Bulk PtSe₂ consists of Se–Pt–Se layers stacked along c. If its highest filled level lies below every empty one, it is a semiconductor. If the two overlap, electrons spill from one band into the other and the solid conducts as a semimetal. The table gives the gap of one fixed crystal at several levels of theory.

Band gaps of bulk 1T PtSe₂ (P-3m1, a = 3.729, c = 5.277 Å), computed with Ansatz 0.2.0, plane-wave PAW, no spin polarisation, at fixed atoms in a cell relaxed with r2SCAN+rVV10. The k mesh is 12×12×6 for LDA, PBE and r2SCAN and 6×6×4 for HSE06 and PBE0; some runs also read extra k points. Overlapping bands are printed as a zero gap.

| level of theory | band gap (eV) | least direct gap (eV) |
| --- | --- | --- |
| PBE | 0.000 | 0.588 |
| r2SCAN | 0.000 | 0.692 |
| HSE06 | 0.096 | 0.996 |
| PBE+SOC | 0.000 | 0.579 |
| PBE0 | 0.791 | 1.990 |
| LDA | 0.000 | 0.566 |
| HSE06+SOC | 0.121 | 1.007 |

**(a) Four rows print a band gap of 0.000 eV, yet their least direct gaps are well above zero. How can both be true, and do the four rows agree?**

A direct gap compares filled and empty levels at the same wavevector k, whereas the band gap compares the highest filled level anywhere with the lowest empty one anywhere. In PBE the valence band peaks at Γ, the centre of the Brillouin zone, and the conduction band dips below that peak at another k. The bands stay apart at each k and still overlap in energy.

The printed zero hides the size of this overlap: 0.22 eV in LDA, 0.16 eV in PBE and only 0.04 eV in r2SCAN. PBE+SOC, read on its mesh alone, has 0.21 eV. Without spin–orbit coupling, the three methods thus form a steady approach to a gap, on the same mesh, though r2SCAN used a higher cutoff (500 against 420 eV). Theory offers a reason. LDA and PBE give filled and empty states the same local potential, which places them too close together. r2SCAN also uses the kinetic energy density of the orbitals, so its potential can act differently on the two kinds of state.

**(b) HSE06 and PBE0 both replace a quarter of the PBE exchange by exact exchange. HSE06 does so only at short range. Estimate how much larger the PBE0 gap should be.**

The two functionals differ only in the long-range part of the electron repulsion, $\mathrm{erf}(\omega r)/r$ in atomic units, where $r$ is the distance between two electrons and $\omega\approx0.11$ per bohr sets where long range begins. This part varies slowly over about $1/\omega$, or 4.8 Å. Suppose that the exchange hole, the region from which an electron keeps others of its own spin away, is smaller than that. The interaction then has nearly its value at $r=0$ throughout the hole, $v_0=2\omega/\sqrt{\pi}$.

With a constant interaction, exact exchange lowers each filled state by $v_0$ and leaves empty states where they are. PBE exchange can't tell the two apart and lowers both by about $v_0/2$. Replacing a fraction $a$ of the second by the first moves filled states down by $av_0/2$ and empty states up by the same amount. The gap grows by

$$\Delta E = a\,\frac{2\omega}{\sqrt{\pi}} \approx 0.25\times\frac{2\times0.11}{\sqrt{\pi}}\times 27\ \text{eV}\approx 0.84\ \text{eV}.$$

The printed gaps differ by 0.70 eV, but HSE06 was also read at extra k points, where its conduction band lies lower. On the mesh that both runs share, the step is 0.59 eV, about 70 % of the estimate. The least direct gaps differ by 0.99 eV, but they can't test the estimate: the HSE06 value comes from an extra k point that PBE0 never sampled. An overestimate is reasonable: the real hole isn't compact, and exact exchange also lowers empty states somewhat, because they resemble filled states at nearby k.

The band edges give a second look at the mechanism. From HSE06 to PBE0 the valence edge falls by 0.26 eV and the conduction edge rises by 0.33 eV, close to the even split that the argument predicts. The output after the text sets these shifts beside the estimate, which contains no constant adjusted to PtSe₂. The test is weaker than it looks. On a mesh this coarse, a large part of the long-range interaction is expected to fall in the single term with zero momentum transfer, and the usual treatments of that term let it act on filled states alone, just as the model assumes. The agreement may thus be partly built in, and the PBE0 values may move on a finer mesh.

In these runs the distant part of exchange moves the gap more than the near part. Going from PBE to HSE06 changes the gap by 0.25 eV with the extra k points included, or by 0.36 eV if each run is read on its own mesh alone. The direct gap at the point both runs share grows by 0.41 eV. Each of these is less than the long-range step on this mesh. The order isn't expected to be general: the long-range step stays near $av_0$ or below, while the short-range step depends on the system and can be much larger where orbitals are compact. For a small gap like this one, "25 % exact exchange" says little until its range is given.

**(c) Spin–orbit coupling deepens the overlap in PBE but seems to widen the gap in HSE06. Is this a real reversal, and which hybrid describes the material better?**

In PBE, read on one mesh, spin–orbit coupling deepens the overlap by 0.06 eV. A likely cause is that spin–orbit coupling mixes the single level at the top of the valence band, probably of selenium p character, with p levels below it, which pushes it up. The printed HSE06 gap instead rises by 0.025 eV. A missing k point can't explain this, because both HSE06 runs used the 6×6×4 mesh and the same eight extra points. But the sign depends on which of these points are counted. On the mesh alone, spin–orbit coupling narrows the HSE06 gap from 0.204 to 0.149 eV. That is a change of 0.055 eV, close to the one in PBE, so there is no general reversal.

The rise appears only when the extra points are included. Without spin–orbit coupling, the lowest conduction level lies at one of them, 0.096 eV above the valence top. With it, no sampled level comes closer than 0.121 eV. A rising valence top can't do this by itself: the conduction level at that point must rise even more, and these data don't show why. Whether the true gap widens or narrows depends on where the conduction band has its minimum, which so few k points don't settle.

Real bulk PtSe₂ is known to be a semimetal, so the larger gap is the worse answer. PBE0 was run only without spin–orbit coupling, but a shift of the size seen here wouldn't close its gap. Physics supports this ranking: mobile electrons screen the exchange between distant points, and PBE0 keeps a full quarter of it. HSE06 removes it and comes much closer, though it still gives a small gap. The cell used here is roughly 4 % longer along c than the published measured value, which isn't part of these runs. The longer axis weakens the coupling between layers and itself favours a gap. Whether HSE06 would recover the semimetal in a cell of the measured length, with spin–orbit coupling and a finer set of k points, is the question that decides if the functional is at fault at all.

Printed output of the fit:

```
Gap with band overlap counted as negative:
        row  signed gap in eV
        PBE           -0.1576
     r2SCAN          -0.04378
      HSE06             0.096
    PBE+SOC           -0.2113
       PBE0             0.791
        LDA            -0.216
  HSE06+SOC             0.121
Change from LDA to PBE in eV: 0.05839
Change from PBE to r2SCAN in eV: 0.1138
Change from PBE to HSE06 in eV: 0.2536
Printed step from HSE06 to PBE0 in eV: 0.695
Step from HSE06 to PBE0 on the same mesh in eV: 0.5866
Same-mesh long-range step over the PBE to HSE06 step: 2.313
Screening length 1/omega in angstrom: 4.811
Estimated gap step from long-range exchange in eV: 0.8444
Computed same-mesh step over the estimate: 0.6947
Estimated shift of each edge in eV: 0.4222
Valence edge, PBE0 less HSE06, in eV: -0.261
Conduction edge on the mesh, PBE0 less HSE06, in eV: 0.3258
Valence edge at Gamma, HSE06 less PBE, in eV: -0.2532
Direct gap at the shared point, r2SCAN less PBE, in eV: 0.104
Direct gap at the shared point, HSE06 less PBE, in eV: 0.408
Direct gaps at different points, PBE0 less HSE06, in eV: 0.994
Spin-orbit change of the PBE gap on the same mesh in eV: -0.06027
Printed change from HSE06 to HSE06+SOC in eV: 0.025
HSE06 gap on the mesh less HSE06 gap with extra points in eV: 0.1084
```
